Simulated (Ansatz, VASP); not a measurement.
RbBr: VASP beside Ansatz

```
Rb Br
1.0
     0.00000    3.42700    3.42700
     3.42700    0.00000    3.42700
     3.42700    3.42700    0.00000
Rb Br
1 1
Direct
  0.00000 0.00000 0.00000
  0.50000 0.50000 0.50000
```

Alike in both runs: functional PBE; k mesh 7 × 7 × 7; occupations fermi-dirac, width 0.02 eV; no spin polarisation.

Ansatz relaxed the structure, and its values are those at the end. VASP's run is a single point on that final structure, the one shown.

|  | VASP | Ansatz |
| --- | --- | --- |
| version | VASP 6.6.1 | Ansatz 0.2.0 |
| potentials or method | VASP PAW PBE potentials, release 64 (Rb_sv, Br) | plane-wave PAW, scalar-relativistic |
| plane-wave cutoff (eV) | 520 | 420 |
| valence electrons in the cell | 16 | 16 |

```csv
,VASP,Ansatz,Ansatz less VASP
gap on the k mesh at the Fermi level (eV),4.36,4.36,+0.003
pressure (GPa),1.0,1.0,-0.02
```

The functional is the same, so the differences come from potentials, cutoffs and numerics. Ansatz warned: «gradients_without_spin_orbit».

Caveats: an odd mesh through Γ misses points on the zone boundary, where band edges often lie. As with any semilocal functional, this PBE gap is likely too small.
